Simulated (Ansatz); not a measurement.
**Trial inputs on Rb**

All trials start from this Ansatz input:

```yaml
crystal:
  lattice:
    - [0.0, 3.63988467, 3.63988467]
    - [3.63988467, 0.0, 3.63988467]
    - [3.63988467, 3.63988467, 0.0]
  atoms:
    - { symbol: Rb, position: [0.0, 0.0, 0.0] }
basis:
  ecutwfc: 420
kpoints:
  mp_grid: { grid: [4, 4, 4] }
hamiltonian:
  xc: pbe
scf:
  occupations: { method: gaussian, width: 0.1 }
output:
  forces: true
  stress: true
  eigenvalues: true
```

Command:

```bash
ansatz run input.yaml --threads 1 --pin off --max-ram 1331MiB --backend cpu --events-out ev --progress --plain --runs-dir out
```

The run converges in 6 SCF iterations on 8 irreducible k-points: pressure -0.10 GPa, no gap.

The inputs are trials, many of them unsound on purpose. Their numbers show the effect of the settings and aren't properties of the material. Each trial's input is given as a difference from the reference's; energies are extrapolated to zero smearing where there is one, and pressure is positive in compression.

**Question.** Trial 1 (the one atom moved, which only shifts the crystal as a whole):

```diff
 crystal:
   atoms:
-    - { symbol: Rb, position: [0.0, 0.0, 0.0] }
+    - { symbol: Rb, position: [0.236, 0.927, 0.15] }
 kpoints:
-  mp_grid: { grid: [4, 4, 4] }
+  mp_grid: { grid: [2, 5, 1] }
+  band_path: { path: [[0, 0, 0], [0.5, 0, 0], [0.5, 0.5, 0.5]], npoints: 4 }
 hamiltonian:
-  xc: pbe
+  xc: pbesol
 scf:
-  occupations: { method: gaussian, width: 0.1 }
+  occupations: { method: tetrahedron }
+  n_extra_bands: 8
+  convergence: { dr2_threshold: "1e-11 eV" }
```

What happens?

**Answer.** The run converges in 10 SCF iterations on 6 irreducible k-points: pressure -0.65 GPa, no gap. It warns that the printed bands weren't solved further after the SCF; that the mesh lowers the symmetry; that forces and stress under tetrahedra may miss the energy's slope.

**Question.** Trial 2:

```diff
 crystal:
   atoms:
-    - { symbol: Rb, position: [0.0, 0.0, 0.0] }
+    - { symbol: Rb, position: [0.0, 0.0, 0.0], spin: -1.0 }
+  symmetry: { detect: false }
 basis:
-  ecutwfc: 420
+  ecutwfc: 60
 kpoints:
+  band_path: { path: [[0, 0, 0], [0.5, 0, 0], [0.5, 0.5, 0.5]], npoints: 8 }
 scf:
+  lower_state_search: "off"
+  max_iter: 91
 output:
+  populations: true
+magnetization:
+  spin_polarized: true
```

What does the program give?

**Answer.** The run converges in 14 SCF iterations on 36 irreducible k-points: energy 29.15 eV per atom above the reference, pressure -0.67 GPa (unreliable at so low a cutoff), no gap, cell moment 0.00 μB. It warns that the cutoff lies under the recommended one, 420 eV for these potentials; that the count of filled bands differs between k-points; that the starting moments were lost.